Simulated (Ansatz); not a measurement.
Crystal: Zr, fcc type, 1 atom in the cell.

The calculation used r²SCAN, plane waves, PAW datasets (earlier set, tuned by hand) (Ansatz 0.2.0 development build).

Cutoff 600 eV; k-mesh 13×13×13 Γ-centred; Fermi–Dirac smearing of 0.1 eV; no spin polarisation.

Task: What equilibrium volume, lattice constant and bulk modulus does this give?

Result: V₀ = 23.388 Å³/atom (a₀ = 4.540 Å), B₀ = 89.6 GPa, B₀′ = 2.93. The points behind the fit:

```csv
V (Å³/atom),a (Å),E − E(min) (meV/atom),P (GPa)
21.369,4.4050,54.75,9.22
22.065,4.4524,22.51,5.68
22.762,4.4987,4.80,2.53
23.459,4.5442,0.00,-0.27
24.156,4.5887,6.69,-2.76
```

The stress includes the program's correction for the finite plane-wave basis.

This cubic structure is a model: it isn't the usual form of the substance at ambient conditions, and such phases are metastable or hypothetical.
